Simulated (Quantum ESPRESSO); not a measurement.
# V (P6_3/mmc) in Quantum ESPRESSO: further runs

Runs on V. Level: LDA. Tasks: single point, equation of state.

Program: Quantum ESPRESSO 7.5. These are calculated values, not measurements. Logs are shortened: lines on timing, memory, paths and dates and some standing lists are left out, and cuts for length are marked.

## 1. Starting point

The structure is hexagonal, space group P6_3/mmc (No. 194). The conventional cell has a = 2.604 Å, b = 2.604 Å, c = 4.723 Å, α = 90.00°, β = 90.00°, γ = 120.00°. V (site symmetry -6m2) has 12 V at 2.60 to 2.80 Å as nearest neighbours.

This isn't the form of V at room conditions, which is bcc.

## 2. Single point, LDA, collinear spin, ferromagnetic start, 13.04 Å³/atom

Input file pw.in:

```
&CONTROL
  calculation = 'scf'
  prefix = 'pwscf'
  outdir = './tmp'
  pseudo_dir = './pseudo'
  tstress = .true.
  disk_io = 'nowf'
/
&SYSTEM
  ibrav = 0
  nat = 2
  ntyp = 1
  ecutwfc = 45
  ecutrho = 360
  nbnd = 23
  occupations = 'smearing'
  smearing = 'fd'
  degauss = 0.00367493
  nspin = 2
  starting_magnetization(1) = 0.1538
/
&ELECTRONS
  conv_thr = 4d-10
  electron_maxstep = 120
  mixing_beta = 0.3
/
ATOMIC_SPECIES
V     50.9415 v_lda_v1.4.uspp.F.UPF
CELL_PARAMETERS angstrom
   2.5511303260    0.0000000000    0.0000000000
  -1.2755651630    2.2093436706    0.0000000000
   0.0000000000    0.0000000000    4.6269143324
ATOMIC_POSITIONS crystal
V      0.3333333333    0.6666666667    0.2500000000
V      0.6666666667    0.3333333333    0.7500000000
K_POINTS automatic
12 12 6 0 0 0
```

Potentials or basis: GBRV 1.5 LDA.

Run with:

```sh
$ OMP_NUM_THREADS=1 mpirun -n 2 pw.x -nk 2 -in pw.in > pw.out
```

pw.out:

```text
This program is part of the open-source Quantum ESPRESSO suite
     for quantum simulation of materials; please cite
[... 13 lines left out ...]
     --------------------
     sticks:   dense  smooth     PW     G-vecs:    dense   smooth      PW
     Sum         583     295     91                20351     7207    1323

     Using Slab Decomposition

     bravais-lattice index     =            0
     lattice parameter (alat)  =       4.8209  a.u.
     unit-cell volume          =     175.9884 (a.u.)^3
     number of atoms/cell      =            2
     number of atomic types    =            1
     number of electrons       =        26.00
     number of Kohn-Sham states=           23
     kinetic-energy cutoff     =      45.0000  Ry
     charge density cutoff     =     360.0000  Ry
     scf convergence threshold =      4.0E-10
     mixing beta               =       0.3000
     number of iterations used =            8  plain     mixing
     Exchange-correlation=  SLA  PZ   NOGX NOGC
                           (   1   1   0   0   0   0   0)

     celldm(1)=   4.820938  celldm(2)=   0.000000  celldm(3)=   0.000000
     celldm(4)=   0.000000  celldm(5)=   0.000000  celldm(6)=   0.000000

     crystal axes: (cart. coord. in units of alat)
               a(1) = (   1.000000   0.000000   0.000000 )
               a(2) = (  -0.500000   0.866025   0.000000 )
               a(3) = (   0.000000   0.000000   1.813672 )

     reciprocal axes: (cart. coord. in units 2 pi/alat)
               b(1) = (  1.000000  0.577350 -0.000000 )
               b(2) = (  0.000000  1.154701  0.000000 )
               b(3) = (  0.000000 -0.000000  0.551368 )

     PseudoPot. # 1 for V  read from file:
     v_lda_v1.4.uspp.F.UPF
     Pseudo is Ultrasoft + core correction, Zval = 13.0
     Generated by new atomic code, or converted to UPF format
     Using radial grid of  853 points,  6 beta functions with:
                l(1) =   0
                l(2) =   0
                l(3) =   1
                l(4) =   1
                l(5) =   2
                l(6) =   2
     Q(r) pseudized with  8 coefficients,  rinner =    1.100   1.100   1.100
                                                       1.100   1.100

     atomic species   valence    mass     pseudopotential
     V                13.00    50.94150     V ( 1.00)

     Starting magnetic structure
     atomic species   magnetization
     V               0.154

     24 Sym. Ops., with inversion, found (12 have fractional translation)

   Cartesian axes

     site n.     atom                  positions (alat units)
         1        V      tau(   1) = (  -0.0000000   0.5773503   0.4534181  )
         2        V      tau(   2) = (   0.5000000   0.2886751   1.3602542  )

     number of k points=    76  Fermi-Dirac smearing, width (Ry)=  0.0037
                       cart. coord. in units 2pi/alat
        k(    1) = (   0.0000000   0.0000000   0.0000000), wk =   0.0011574
        k(    2) = (   0.0000000   0.0000000   0.0918946), wk =   0.0023148
        k(    3) = (   0.0000000   0.0000000   0.1837892), wk =   0.0023148
        k(    4) = (   0.0000000   0.0000000  -0.2756838), wk =   0.0011574
        k(    5) = (   0.0000000   0.0962250   0.0000000), wk =   0.0069444
        k(    6) = (   0.0000000   0.0962250   0.0918946), wk =   0.0138889
[... 68 lines left out ...]
        k(   75) = (   0.3333333   0.5773503   0.1837892), wk =   0.0046296
        k(   76) = (   0.3333333   0.5773503  -0.2756838), wk =   0.0023148

     Dense  grid:    20351 G-vectors     FFT dimensions: (  30,  30,  54)

     Smooth grid:     7207 G-vectors     FFT dimensions: (  24,  24,  40)

     Check: negative core charge=   -0.000004
     Generating pointlists ...
     new r_m :   0.4125 (alat units)  1.9886 (a.u.) for type    1

     Initial potential from superposition of free atoms

     starting charge      25.9980, renormalised to      26.0000

     negative rho (up, down):  3.816E-04 2.798E-04
     Starting wfcs are   20 randomized atomic wfcs +    3 random wfcs

     Self-consistent Calculation

     iteration #  1     ecut=    45.00 Ry     beta= 0.30
     Davidson diagonalization with overlap
     ethr =  1.00E-02,  avg # of iterations =  3.5

     Threshold (ethr) on eigenvalues was too large:
     Diagonalizing with lowered threshold

     Davidson diagonalization with overlap
     ethr =  5.82E-04,  avg # of iterations =  1.0

     negative rho (up, down):  3.490E-04 6.680E-04

     total energy              =    -290.06956763 Ry
     estimated scf accuracy    <       0.15538580 Ry

     total magnetization       =     2.00 Bohr mag/cell
     absolute magnetization    =     2.00 Bohr mag/cell

     iteration #  2     ecut=    45.00 Ry     beta= 0.30
     Davidson diagonalization with overlap
     ethr =  5.98E-04,  avg # of iterations =  1.5

     negative rho (up, down):  2.300E-04 9.623E-04

     total energy              =    -290.09487145 Ry
     estimated scf accuracy    <       0.03747224 Ry

     total magnetization       =     1.83 Bohr mag/cell
     absolute magnetization    =     1.83 Bohr mag/cell

     iteration #  3     ecut=    45.00 Ry     beta= 0.30
     Davidson diagonalization with overlap
     ethr =  1.44E-04,  avg # of iterations =  1.4

     negative rho (up, down):  7.769E-05 1.284E-03

     total energy              =    -290.10868178 Ry
     estimated scf accuracy    <       0.01549989 Ry

     total magnetization       =     1.56 Bohr mag/cell
     absolute magnetization    =     1.56 Bohr mag/cell

     iteration #  4     ecut=    45.00 Ry     beta= 0.30
     Davidson diagonalization with overlap
     ethr =  5.96E-05,  avg # of iterations =  1.5

     negative rho (up, down):  2.462E-04 1.160E-03

     total energy              =    -290.11853863 Ry
     estimated scf accuracy    <       0.00275217 Ry

     total magnetization       =     0.75 Bohr mag/cell
     absolute magnetization    =     0.75 Bohr mag/cell

     iteration #  5     ecut=    45.00 Ry     beta= 0.30
     Davidson diagonalization with overlap
     ethr =  1.06E-05,  avg # of iterations =  2.2

     negative rho (up, down):  5.180E-04 8.250E-04

     total energy              =    -290.12171014 Ry
     estimated scf accuracy    <       0.00082044 Ry

     total magnetization       =     0.29 Bohr mag/cell
     absolute magnetization    =     0.29 Bohr mag/cell

     iteration #  6     ecut=    45.00 Ry     beta= 0.30
     Davidson diagonalization with overlap
     ethr =  3.16E-06,  avg # of iterations =  2.0

     negative rho (up, down):  6.472E-04 7.041E-04

     total energy              =    -290.12212092 Ry
     estimated scf accuracy    <       0.00033563 Ry

     total magnetization       =     0.17 Bohr mag/cell
     absolute magnetization    =     0.17 Bohr mag/cell

     iteration #  7     ecut=    45.00 Ry     beta= 0.30
     Davidson diagonalization with overlap
     ethr =  1.29E-06,  avg # of iterations =  1.5

     negative rho (up, down):  6.715E-04 6.769E-04

     total energy              =    -290.12241729 Ry
     estimated scf accuracy    <       0.00001239 Ry

     total magnetization       =     0.04 Bohr mag/cell
     absolute magnetization    =     0.04 Bohr mag/cell

     iteration #  8     ecut=    45.00 Ry     beta= 0.30
     Davidson diagonalization with overlap
     ethr =  4.77E-08,  avg # of iterations =  1.9

     negative rho (up, down):  6.793E-04 6.686E-04

     total energy              =    -290.12243291 Ry
     estimated scf accuracy    <       0.00000362 Ry

     total magnetization       =     0.00 Bohr mag/cell
     absolute magnetization    =     0.00 Bohr mag/cell

     iteration #  9     ecut=    45.00 Ry     beta= 0.30
     Davidson diagonalization with overlap
     ethr =  1.39E-08,  avg # of iterations =  1.9

     negative rho (up, down):  6.719E-04 6.765E-04

     total energy              =    -290.12243353 Ry
     estimated scf accuracy    <       0.00000021 Ry

     total magnetization       =    -0.00 Bohr mag/cell
     absolute magnetization    =     0.00 Bohr mag/cell

     iteration # 10     ecut=    45.00 Ry     beta= 0.30
     Davidson diagonalization with overlap
     ethr =  8.14E-10,  avg # of iterations =  2.0

     negative rho (up, down):  6.752E-04 6.735E-04

     total energy              =    -290.12243387 Ry
     estimated scf accuracy    <       0.00000033 Ry

     total magnetization       =     0.00 Bohr mag/cell
     absolute magnetization    =     0.00 Bohr mag/cell

     iteration # 11     ecut=    45.00 Ry     beta= 0.30
     Davidson diagonalization with overlap
     ethr =  8.14E-10,  avg # of iterations =  1.5

     negative rho (up, down):  6.742E-04 6.745E-04

     total energy              =    -290.12243430 Ry
     estimated scf accuracy    <       0.00000002 Ry

     total magnetization       =    -0.00 Bohr mag/cell
     absolute magnetization    =     0.00 Bohr mag/cell

     iteration # 12     ecut=    45.00 Ry     beta= 0.30
     Davidson diagonalization with overlap
     ethr =  8.90E-11,  avg # of iterations =  1.3

     negative rho (up, down):  6.743E-04 6.744E-04

     total energy              =    -290.12243433 Ry
     estimated scf accuracy    <          8.3E-10 Ry

     total magnetization       =     0.00 Bohr mag/cell
     absolute magnetization    =     0.00 Bohr mag/cell

     iteration # 13     ecut=    45.00 Ry     beta= 0.30
     Davidson diagonalization with overlap
     ethr =  3.18E-12,  avg # of iterations =  2.0

     negative rho (up, down):  6.744E-04 6.744E-04

     Magnetic moment per site  (integrated on atomic sphere of radius R)
     atom   1 (R=0.412)  charge= 11.2702  magn= -0.0000
     atom   2 (R=0.412)  charge= 11.2702  magn= -0.0000

     End of self-consistent calculation

     Number of k-points >= 100: set verbosity='high' to print the bands.

     the Fermi energy is    17.2547 ev

!    total energy              =    -290.12243433 Ry
     estimated scf accuracy    <          5.0E-11 Ry
     smearing contrib. (-TS)   =      -0.00162227 Ry
     internal energy E=F+TS    =    -290.12081206 Ry

     The total energy is F=E-TS. E is the sum of the following terms:
     one-electron contribution =     -89.94153125 Ry
     hartree contribution      =      57.82700813 Ry
     xc contribution           =     -38.90185896 Ry
     ewald contribution        =    -219.10442999 Ry

     total magnetization       =    -0.00 Bohr mag/cell
     absolute magnetization    =     0.00 Bohr mag/cell

     convergence has been achieved in  13 iterations

     Computing stress (Cartesian axis) and pressure

     negative rho (up, down):  6.744E-04 6.744E-04
          total   stress  (Ry/bohr**3)                   (kbar)     P=      -24.41
  -0.00020655   0.00000000  -0.00000000          -30.38        0.00       -0.00
   0.00000000  -0.00020655  -0.00000000            0.00      -30.38       -0.00
  -0.00000000  -0.00000000  -0.00008466           -0.00       -0.00      -12.45

=------------------------------------------------------------------------------=
   JOB DONE.
=------------------------------------------------------------------------------=
```

Run time: 17 s. Hardware: 2 MPI ranks of Intel Xeon 6975P-C (Granite Rapids), shared host; peak memory 0.22 GiB.

Results:

```
Free energy                                           : -3947.3168 eV
Pressure                                              : -2.4 GPa
Band gap on the k mesh                                : none (metal or under the smearing width)
Net moment                                            : 0.00 μB per cell
Absolute moment                                       : 0.00 μB per cell
Valence electrons inside the program's atomic spheres : V 11.27
```

## 3. Single point, LDA, collinear spin, ferromagnetic start, 13.32 Å³/atom

pw.in: that of step 2 with these lines changed.

```diff
@@ -29,5 +29,5 @@
 CELL_PARAMETERS angstrom
-   2.5511303260    0.0000000000    0.0000000000
-  -1.2755651630    2.2093436706    0.0000000000
-   0.0000000000    0.0000000000    4.6269143324
+   2.5690966245    0.0000000000    0.0000000000
+  -1.2845483122    2.2249029415    0.0000000000
+   0.0000000000    0.0000000000    4.6594993097
 ATOMIC_POSITIONS crystal
```

Potentials or basis: GBRV 1.5 LDA.

Run with:

```sh
$ OMP_NUM_THREADS=1 mpirun -n 2 pw.x -nk 2 -in pw.in > pw.out
```

It took 18 s on 2 MPI ranks of Intel Xeon 6975P-C (Granite Rapids), shared host; peak memory 0.22 GiB.

The run converged. Its results:

```yaml
Free_energy: -3947.3019 eV
Pressure: -6.3 GPa
Band_gap_on_the_k_mesh: none (metal or under the smearing width)
Net_moment: 0.00 μB per cell
Absolute_moment: 0.00 μB per cell
Valence_electrons_inside_the_program's_atomic_spheres: V 11.28
```

## 4. Single point, LDA, collinear spin, ferromagnetic start, 13.59 Å³/atom

pw.in: that of step 3 with these lines changed.

```diff
@@ -29,5 +29,5 @@
 CELL_PARAMETERS angstrom
-   2.5690966245    0.0000000000    0.0000000000
-  -1.2845483122    2.2249029415    0.0000000000
-   0.0000000000    0.0000000000    4.6594993097
+   2.5868150921    0.0000000000    0.0000000000
+  -1.2934075460    2.2402475846    0.0000000000
+   0.0000000000    0.0000000000    4.6916348032
 ATOMIC_POSITIONS crystal
```

Run with:

```sh
$ OMP_NUM_THREADS=1 mpirun -n 2 pw.x -nk 2 -in pw.in > pw.out
```

Run time: 18 s. Hardware: 2 MPI ranks of Intel Xeon 6975P-C (Granite Rapids), shared host; peak memory 0.22 GiB.

The run converged. Its results:

```
Free energy                                           : -3947.2742 eV
Pressure                                              : -9.8 GPa
Band gap on the k mesh                                : none (metal or under the smearing width)
Net moment                                            : 0.00 μB per cell
Absolute moment                                       : 0.00 μB per cell
Valence electrons inside the program's atomic spheres : V 11.30
```

## 5. Single point, LDA, collinear spin, ferromagnetic start, 13.87 Å³/atom

pw.in: that of step 4 with these lines changed.

```diff
@@ -29,5 +29,5 @@
 CELL_PARAMETERS angstrom
-   2.5868150921    0.0000000000    0.0000000000
-  -1.2934075460    2.2402475846    0.0000000000
-   0.0000000000    0.0000000000    4.6916348032
+   2.6042941027    0.0000000000    0.0000000000
+  -1.3021470513    2.2553848518    0.0000000000
+   0.0000000000    0.0000000000    4.7233360000
 ATOMIC_POSITIONS crystal
```

Run with:

```sh
$ OMP_NUM_THREADS=1 mpirun -n 2 pw.x -nk 2 -in pw.in > pw.out
```

Wall time 18 s (2 MPI ranks of Intel Xeon 6975P-C (Granite Rapids), shared host); peak memory 0.22 GiB.

The run converged. Its results:

```yaml
Free_energy: -3947.2352 eV
Pressure: -12.9 GPa
Band_gap_on_the_k_mesh: none (metal or under the smearing width)
Net_moment: 0.00 μB per cell
Absolute_moment: 0.00 μB per cell
Valence_electrons_inside_the_program's_atomic_spheres: V 11.31
```

## 6. Single point, LDA, collinear spin, ferromagnetic start, 14.15 Å³/atom

pw.in: that of step 5 with these lines changed.

```diff
@@ -29,5 +29,5 @@
 CELL_PARAMETERS angstrom
-   2.6042941027    0.0000000000    0.0000000000
-  -1.3021470513    2.2553848518    0.0000000000
-   0.0000000000    0.0000000000    4.7233360000
+   2.6215415862    0.0000000000    0.0000000000
+  -1.3107707930    2.2703216106    0.0000000000
+   0.0000000000    0.0000000000    4.7546172825
 ATOMIC_POSITIONS crystal
```

Potentials or basis: GBRV 1.5 LDA.

Run with:

```sh
$ OMP_NUM_THREADS=1 mpirun -n 2 pw.x -nk 2 -in pw.in > pw.out
```

It took 18 s on 2 MPI ranks of Intel Xeon 6975P-C (Granite Rapids), shared host; peak memory 0.22 GiB.

Results (log left out):

| Property | Result |
| --- | --- |
| Free energy | -3947.1858 eV |
| Pressure | -15.7 GPa |
| Band gap on the k mesh | none (metal or under the smearing width) |
| Net moment | 0.00 μB per cell |
| Absolute moment | 0.00 μB per cell |
| Valence electrons inside the program's atomic spheres | V 11.32 |

## 7. Single point, LDA, collinear spin, ferromagnetic start, 14.43 Å³/atom

pw.in: that of step 6 with these lines changed.

```diff
@@ -29,5 +29,5 @@
 CELL_PARAMETERS angstrom
-   2.6215415862    0.0000000000    0.0000000000
-  -1.3107707930    2.2703216106    0.0000000000
-   0.0000000000    0.0000000000    4.7546172825
+   2.6385650605    0.0000000000    0.0000000000
+  -1.3192825302    2.2850643718    0.0000000000
+   0.0000000000    0.0000000000    4.7854922858
 ATOMIC_POSITIONS crystal
```

Run with:

```sh
$ OMP_NUM_THREADS=1 mpirun -n 2 pw.x -nk 2 -in pw.in > pw.out
```

Run time: 18 s. Hardware: 2 MPI ranks of Intel Xeon 6975P-C (Granite Rapids), shared host; peak memory 0.24 GiB.

Results (log left out):

```yaml
Free_energy: -3947.1271 eV
Pressure: -18.3 GPa
Band_gap_on_the_k_mesh: none (metal or under the smearing width)
Net_moment: 0.00 μB per cell
Absolute_moment: 0.00 μB per cell
Valence_electrons_inside_the_program's_atomic_spheres: V 11.33
```

## 8. Single point, LDA, collinear spin, ferromagnetic start, 14.70 Å³/atom

pw.in: that of step 7 with these lines changed.

```diff
@@ -29,5 +29,5 @@
 CELL_PARAMETERS angstrom
-   2.6385650605    0.0000000000    0.0000000000
-  -1.3192825302    2.2850643718    0.0000000000
-   0.0000000000    0.0000000000    4.7854922858
+   2.6553716605    0.0000000000    0.0000000000
+  -1.3276858302    2.2996193144    0.0000000000
+   0.0000000000    0.0000000000    4.8159739502
 ATOMIC_POSITIONS crystal
```

Run with:

```sh
$ OMP_NUM_THREADS=1 mpirun -n 2 pw.x -nk 2 -in pw.in > pw.out
```

Run time: 19 s. Hardware: 2 MPI ranks of Intel Xeon 6975P-C (Granite Rapids), shared host; peak memory 0.24 GiB.

The run converged. Its results:

* Free energy: -3947.0601 eV
* Pressure: -20.5 GPa
* Band gap on the k mesh: none (metal or under the smearing width)
* Net moment: 0.00 μB per cell
* Absolute moment: 0.00 μB per cell
* Valence electrons inside the program's atomic spheres: V 11.34

## 9. Equation of state, LDA, collinear spin, ferromagnetic start

Potentials or basis: GBRV 1.5 LDA.

This step only gathers the single runs of the series.

What came out:

| Property | Result |
| --- | --- |
| Equilibrium volume | 12.88 Å³/atom (rough: see the caveat) |
| Bulk modulus at fixed shape and positions | 201 GPa (rough) |

Energy against volume, from the lowest point:
```tsv
volume (Å³/atom)	energy (meV/atom)
13.039	0.00
13.317	7.48
13.594	21.30
13.872	40.83
14.149	65.53
14.427	94.86
14.704	128.35
```

Caveat: the minimum lies outside the volumes run; the cell was scaled at fixed shape and fractional positions, which overstates the stiffness of a crystal with free parameters, most of all of layers and chains.

## 10. For comparison

An earlier run on the cell as given: functional PBE; potentials or basis SSSP 1.3 efficiency PBE; cutoff 748 eV; density cutoff 5987 eV; k mesh 12 × 12 × 6; occupations fermi-dirac, width 0.05 eV; collinear spin, ferromagnetic start; starting moments [2.0, 2.0] μB.

- Pressure: -0.7 GPa
- Band gap on the k mesh: none (metal or under the smearing width)
- Net moment: 0.00 μB per cell
- Absolute moment: 0.00 μB per cell
- Valence electrons inside the program's atomic spheres: V 11.29
